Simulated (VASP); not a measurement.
# HfS2 in VASP: relaxation of cell and atoms with PBEsol

Aim: the relaxation of cell and atoms of HfS2 with PBEsol.

Everything below comes from runs of VASP 6.6.1. Logs are shortened: lines on timing, memory, paths and dates and some standing lists are left out, and cuts for length are marked.

**1. The structure**

The cell holds a sheet with vacuum, 3 atoms: a = 3.630 Å, b = 3.630 Å, c = 18.880 Å, α = 90.00°, β = 90.00°, γ = 120.00°.

The cell was built by a generator and needn't be a form met in nature.

**2. Relaxation of cell and atoms, PBEsol**

Contents of INCAR:

```
  PREC = Accurate
  ENCUT = 600
  EDIFF = 1E-7
  ISMEAR = 0
  SIGMA = 0.03
  LREAL = False
  LASPH = True
  NELM = 120
  ALGO = Fast
  ISIF = 3
  LWAVE = False
  LCHARG = False
  GGA = PS
  IBRION = 2
  NSW = 60
  EDIFFG = -0.005
  LATTICE_CONSTRAINTS = .TRUE. .TRUE. .FALSE.
  KPAR = 2
```

Contents of KPOINTS:

```
Automatic mesh
0
Gamma
  12 12 1
```

Contents of POSCAR:

```
HfS2
1.0
    3.6300000000      0.0000000000      0.0000000000
   -1.8150000000      3.1436722200      0.0000000000
    0.0000000000      0.0000000000     18.8800000000
S Hf
2 1
Direct
    0.3333330000      0.6666670000      0.4237288100
    0.6666670000      0.3333330000      0.5762711900
    0.0000000000      0.0000000000      0.5000000000
```

Potentials or basis: VASP PAW PBE potentials, release 64 (S, Hf_pv).

On the command line:

```bash
cat potpaw_PBE.64/S/POTCAR potpaw_PBE.64/Hf_pv/POTCAR > POTCAR
mpirun -np 2 vasp_std > vasp.out
```

OUTCAR:

```text
PREC = Accurate
   ENCUT = 600
   EDIFF = 1E-7
   ISMEAR = 0
   LREAL = False
   LASPH = True
   NELM = 120
   ISIF = 3
   GGA = PS
   IBRION = 2
   NSW = 60
   EDIFFG = -0.005

 ion  position               nearest neighbor table
   1  0.333  0.667  0.424-   3 2.54   3 2.54   3 2.54
   2  0.667  0.333  0.576-   3 2.54   3 2.54   3 2.54
   3  0.000  0.000  0.500-   1 2.54   2 2.54   2 2.54   1 2.54   2 2.54   1 2.54

  LATTYP: Found a hexagonal cell.
 ALAT       =     3.6300000000
 C/A-ratio  =     5.2011019284

  Lattice vectors:

 A1 = (   3.6300000000,   0.0000000000,   0.0000000000)
 A2 = (  -1.8150000000,   3.1436722200,   0.0000000000)
 A3 = (   0.0000000000,   0.0000000000,  18.8800000000)

Analysis of symmetry for initial positions (statically):
=====================================================================
 Subroutine PRICEL returns:
 Original cell was already a primitive cell.

 Routine SETGRP: Setting up the symmetry group for a
 hexagonal supercell.

 Subroutine GETGRP returns: Found 12 space group operations
 (whereof 12 operations were pure point group operations)
 out of a pool of 24 trial point group operations.

The static configuration has the point symmetry D_3d.

Analysis of symmetry for dynamics (positions and initial velocities):
=====================================================================
 Subroutine PRICEL returns:
 Original cell was already a primitive cell.

 Routine SETGRP: Setting up the symmetry group for a
 hexagonal supercell.

 Subroutine GETGRP returns: Found 12 space group operations
 (whereof 12 operations were pure point group operations)
 out of a pool of 24 trial point group operations.

The dynamic configuration has the point symmetry D_3d.

 Subroutine INISYM returns: Found 12 space group operations
 (whereof 12 operations are pure point group operations),
 and found     1 'primitive' translations

----------------------------------------------------------------------------------------

                                     Primitive cell

  volume of cell :     215.4497

  direct lattice vectors                    reciprocal lattice vectors
     3.630000000  0.000000000  0.000000000     0.275482094  0.159049661  0.000000000
    -1.815000000  3.143672220  0.000000000     0.000000000  0.318099321  0.000000000
     0.000000000  0.000000000 18.880000000     0.000000000  0.000000000  0.052966102

  length of vectors
     3.630000000  3.630000004 18.880000000     0.318099322  0.318099321  0.052966102

  position of ions in fractional coordinates (direct lattice)
     0.333333000  0.666667000  0.423728810
     0.666667000  0.333333000  0.576271190
     0.000000000  0.000000000  0.500000000

  ion indices of the primitive-cell ions
   primitive index   ion index
                 1           1
                 2           2
                 3           3

----------------------------------------------------------------------------------------

 KPOINTS: Automatic mesh

Automatic generation of k-mesh.
 Grid dimensions read from file:
 generate k-points for:   12   12    1

 Generating k-lattice:

  Cartesian coordinates                     Fractional coordinates (reciprocal lattice)
     0.022956841  0.013254138  0.000000000     0.083333333 -0.000000000  0.000000000
     0.000000000  0.026508277  0.000000000     0.000000000  0.083333333  0.000000000
     0.000000000  0.000000000  0.052966102     0.000000000  0.000000000  1.000000000

  Length of vectors
     0.026508277  0.026508277  0.052966102

  Shift w.r.t. Gamma in fractional coordinates (k-lattice)
     0.000000000  0.000000000  0.000000000

 Subroutine IBZKPT returns following result:
 ===========================================

 Found     19 irreducible k-points:

 Following reciprocal coordinates:
            Coordinates               Weight
  0.000000  0.000000  0.000000      1.000000
  0.083333 -0.000000  0.000000      6.000000
  0.166667 -0.000000  0.000000      6.000000
  0.250000  0.000000  0.000000      6.000000
  0.333333 -0.000000  0.000000      6.000000
  0.416667 -0.000000  0.000000      6.000000
[... 11 lines left out ...]
  0.333333  0.250000  0.000000     12.000000
  0.333333  0.333333  0.000000      2.000000
   k-points           NKPTS =     19   k-points in BZ     NKDIM =     19   number of bands    NBANDS=     15
   number of dos      NEDOS =    301   number of ions     NIONS =      3
   total plane-waves  NPLWV = 144000
   dimension x,y,z NGX =    30 NGY =   30 NGZ =  160
   dimension x,y,z NGXF=    60 NGYF=   60 NGZF=  320
   ions per type =               2   1
   NGX,Y,Z   is equivalent  to a cutoff of  13.74, 13.74, 14.09 a.u.
   NGXF,Y,Z  is equivalent  to a cutoff of  27.48, 27.48, 28.18 a.u.
 SYSTEM =  unknown system
   PREC   = accura    normal or accurate (medium, high low for compatibility)
   ISTART =      0    job   : 0-new  1-cont  2-samecut
   ICHARG =      2    charge: 1-file 2-atom 10-const
   ISPIN  =      1    spin polarized calculation?
   LNONCOLLINEAR =      F non collinear calculations
   LSORBIT =      F    spin-orbit coupling
   LASPH  =      T    aspherical Exc in radial PAW
   ENCUT  =  600.0 eV  44.10 Ry    6.64 a.u.   7.25  7.25 37.71*2*pi/ulx,y,z
   NELM   =    120;   NELMIN=  2; NELMDL= -5     # of ELM steps
   EDIFF  = 0.1E-06   stopping-criterion for ELM
   LREAL  =      F    real-space projection
   EDIFFG = -.5E-02   stopping-criterion for IOM
   NSW    =     60    number of steps for IOM
   IBRION =      2    ionic relax: 0-MD 1-quasi-New 2-CG
   NFREE  =      1    steps in history (QN), initial steepest desc. (CG)
   ISIF   =      3    stress and relaxation
   ISYM   =      2    0-nonsym 1-usesym 2-fastsym
   POTIM  = 0.5000    time-step for ionic-motion
   TEBEG  =    0.0;   TEEND  =   0.0 temperature during run
   PSTRESS=    0.0 pullay stress
   NELECT =      22.0000    total number of electrons
   NUPDOWN=      -1.0000    fix difference up-down
   EMIN   =  10.00;   EMAX   =-10.00  energy-range for DOS
   EFERMI =   0.00;   METHOD = LEGACY
   ISMEAR =     0;   SIGMA  =   0.03  broadening in eV -4-tet -1-fermi 0-gaus
   EFERMI_NEDOS =   21; number of points for ismear=-14 and -15
   IALGO  =     68    algorithm
   IMIX   =      4    mixing-type and parameters
     AMIX     =   0.40;   BMIX     =  1.00
     AMIX_MAG =   1.60;   BMIX_MAG =  1.00
  volume/ion in A,a.u.               =      71.82       484.64
  Fermi-wavevector in a.u.,A,eV,Ry     =   0.765186  1.445992  7.966345  0.585510
  Thomas-Fermi vector in A             =   1.865252
   LORBIT       =      0    0 simple, 1 ext, 2 COOP (PROOUT), +10 PAW based schemes
   GGA     = PS    functional components
   LHFCALC =     F    Hartree Fock is set to
   AEXX    =    0.0000 exact exchange contribution
   IVDW    =     0    specifies the selected vdW correction
   LEPSILON=     F    determine dielectric tensor
   LRPA    =     F    only Hartree local field effects (RPA)
 conjugate gradient relaxation of ions
 non-spin polarized calculation
 RMM-DIIS sequential band-by-band and
 Gauss-broadening in eV      SIGMA  =   0.03
  energy-cutoff  :      600.00
  volume of cell :      215.45
 maximum number of plane-waves:      7245
 NGX is ok and might be reduce to    30
   NGX = 15   NGY = 15   NGZ = 75

--------------------------------------- Ionic step        1  -------------------------------------------

 number of electron      22.0000000 magnetization

 Free energy of the ion-electron system (eV)
  ---------------------------------------------------
  ext. energy  EPLUGINS =         0.00000000
  ---------------------------------------------------
  free energy    TOTEN  =       -24.02188092 eV

  energy without entropy =      -24.02188092  energy(sigma->0) =      -24.02188092

------------------------ aborting loop because EDIFF is reached ----------------------------------------

  FORCE on cell =-STRESS in cart. coord.  units (eV):
  Direction    XX          YY          ZZ          XY          YZ          ZX
  --------------------------------------------------------------------------------------
  -------------------------------------------------------------------------------------
  Total       -1.0073317     -1.0073317     -0.4810519     -0.0000000      0.0000000      0.0000000
  in kB       -7.4909551     -7.4909551     -3.5773103     -0.0000000      0.0000000      0.0000000
  external PRESSURE =      -6.1864069 kB  Pullay stress =       0.0000000 kB

 VOLUME and BASIS-vectors are now :
 -----------------------------------------------------------------------------
  energy-cutoff  :      600.00
  volume of cell :      215.45
      direct lattice vectors                 reciprocal lattice vectors
     3.630000000  0.000000000  0.000000000     0.275482094  0.159049661  0.000000000
    -1.815000000  3.143672220  0.000000000     0.000000000  0.318099321  0.000000000
     0.000000000  0.000000000 18.880000000     0.000000000  0.000000000  0.052966102
[... 149 lines left out ...]
 POSITION                                       TOTAL-FORCE (eV/Angst)
 -----------------------------------------------------------------------------------
     -0.00000      2.07452      7.99792        -0.000000      0.000000     -0.014848
      1.79658      1.03726     10.88208         0.000000      0.000000      0.014848
     -0.00000      0.00000      9.44000         0.000000      0.000000      0.000000
 -----------------------------------------------------------------------------------
    total drift:                               -0.000000      0.000000      0.000000

  FREE ENERGIE OF THE ION-ELECTRON SYSTEM (eV)
  ---------------------------------------------------
  free  energy   TOTEN  =       -24.0320111592 eV

  energy  without entropy=      -24.0320111592  energy(sigma->0) =      -24.03201116

--------------------------------------- Ionic step        6  -------------------------------------------

 number of electron      22.0000001 magnetization

 Free energy of the ion-electron system (eV)
  ---------------------------------------------------
  ext. energy  EPLUGINS =         0.00000000
  ---------------------------------------------------
  free energy    TOTEN  =       -24.03204361 eV

  energy without entropy =      -24.03204361  energy(sigma->0) =      -24.03204361

 E-fermi :  -3.0989     XC(G=0):  -3.5466

 val. band max:       -3.3063516895   @ k =   0.0000   0.0000   0.0000
 cond. band min:      -2.1906297894   @ k =   0.5000   0.0000   0.0000
 fundamental gap:      1.1157219001
 Fermi energy:        -3.0988571392

 k-point     1 :       0.0000    0.0000    0.0000
  band No.  band energies     occupation
      1     -33.8648      2.00000
      2     -33.7420      2.00000
      3     -33.7420      2.00000
      4     -16.2945      2.00000
      5     -14.8201      2.00000
      6      -7.5737      2.00000
      7      -6.0034      2.00000
      8      -6.0034      2.00000
      9      -4.2993      2.00000
     10      -3.3064      2.00000
     11      -3.3064      2.00000
     12      -1.3167      0.00000
     13      -1.3167      0.00000
     14      -0.5862      0.00000
     15       2.0466      0.00000
[... 344 lines left out ...]
 POSITION                                       TOTAL-FORCE (eV/Angst)
 -----------------------------------------------------------------------------------
     -0.00000      2.07371      7.99626         0.000000     -0.000000     -0.002046
      1.79589      1.03686     10.88374        -0.000000      0.000000      0.002046
      3.59178      0.00000      9.44000         0.000000      0.000000      0.000000
 -----------------------------------------------------------------------------------
    total drift:                                0.000000      0.000000      0.000000

  FREE ENERGIE OF THE ION-ELECTRON SYSTEM (eV)
  ---------------------------------------------------
  free  energy   TOTEN  =       -24.0320436079 eV

  energy  without entropy=      -24.0320436079  energy(sigma->0) =      -24.03204361

 reached required accuracy - stopping structural energy minimisation
```

It took 8.6 min on 2 MPI ranks of Intel Xeon Platinum 8175M at 2.50GHz (Skylake/Cascade Lake), shared host; peak memory 0.44 GiB.

Results:

| Item | Value |
| --- | --- |
| Free energy | -24.0320 eV |
| Relaxed volume | 70.31 Å³/atom |
| Relaxed cell | a = 3.592 Å, b = 3.592 Å, c = 18.880 Å, α = 90.00°, β = 90.00°, γ = 120.00° |
| Space group after relaxing (to 0.05 Å) | P-3m1 (No. 164) |
| Energy gained by relaxing | 3.4 meV/atom |
| Ionic steps | 6 |
| Band gap on the k mesh | 1.12 eV, indirect (least direct gap 1.99 eV) |

Forces in eV/Å, atoms in the order of the input:
```
S    0.000  0.000 -0.002
S    0.000  0.000  0.002
Hf   0.000  0.000  0.000
```

Step by step:
```tsv
step	energy change (eV)	largest force (eV/Å)	pressure (GPa)	volume (Å³)
1	0.0000	0.1647	-0.62	215.45
2	-0.0022	0.2725	0.64	208.53
3	-0.0096	0.0627	0.03	211.72
4	-0.0099	0.0425	0.02	211.46
5	-0.0101	0.0148	0.01	211.10
6	-0.0102	0.0020	0.00	210.94
```

Final structure:
```yaml
crystal:
  lattice:
    - [3.59178, 0.00000, 0.00000]
    - [-1.79589, 3.11057, 0.00000]
    - [0.00000, 0.00000, 18.88000]
  atoms:
    - { symbol: S, position: [0.33333, 0.66667, 0.42353] }
    - { symbol: S, position: [0.66667, 0.33333, 0.57647] }
    - { symbol: Hf, position: [0.00000, 0.00000, 0.50000] }
```

Levels at points of the mesh, in eV from the valence-band top:
```csv
k point,band 7,band 8,band 9,band 10,band 11,band 12,band 13,band 14,band 15
"(0.00, 0.00, 0.00)",-2.70,-2.70,-0.99,0.00,0.00,1.99,1.99,2.72,5.35
"(0.50, 0.00, 0.00)",-3.15,-2.50,-2.44,-1.38,-1.08,1.12,4.18,4.27,6.18
```

Caveat: the PAW data sets were made with another functional, which shifts forces and pressure a little; spin-orbit coupling is left out, which moves the levels of the heavy elements.
